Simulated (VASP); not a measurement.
A run of VASP 6.6.1:

File INCAR:

```
SYSTEM = Li2S
PREC = Accurate
ENCUT = 520
EDIFF = 1E-6
ISMEAR = 0
SIGMA = 0.1
LREAL = .False.
LASPH = .True.
NELM = 60
ALGO = Fast
ISIF = 2
LWAVE = .False.
LCHARG = .False.
GGA = PS
NBANDS = 13
```

The input KPOINTS:

```
regular mesh
0
Gamma
  6 6 6
  0 0 0
```

The input POSCAR:

```
Li2S
1.0
    0.0000000000      2.8540000000      2.8540000000
    2.8540000000      0.0000000000      2.8540000000
    2.8540000000      2.8540000000      0.0000000000
Li S
2 1
Direct
    0.2500000000      0.2500000000      0.2500000000
    0.7500000000      0.7500000000      0.7500000000
    0.0000000000      0.0000000000      0.0000000000
```

Potentials or basis: VASP PAW PBE potentials, release 64 (Li_sv, S).

Command:

```sh
$ cat potpaw_PBE.64/Li_sv/POTCAR potpaw_PBE.64/S/POTCAR > POTCAR
$ mpirun -np 1 vasp_std > vasp.out
```

Hardware: 1 thread of AMD EPYC 7R13 Processor (Zen 3), with other jobs on the host.

How long does it take, and how much memory?

It took 27 s on 1 thread of AMD EPYC 7R13 Processor (Zen 3) (shared host), peak memory 0.12 GiB. Counts: scf iterations 16, k points 16.
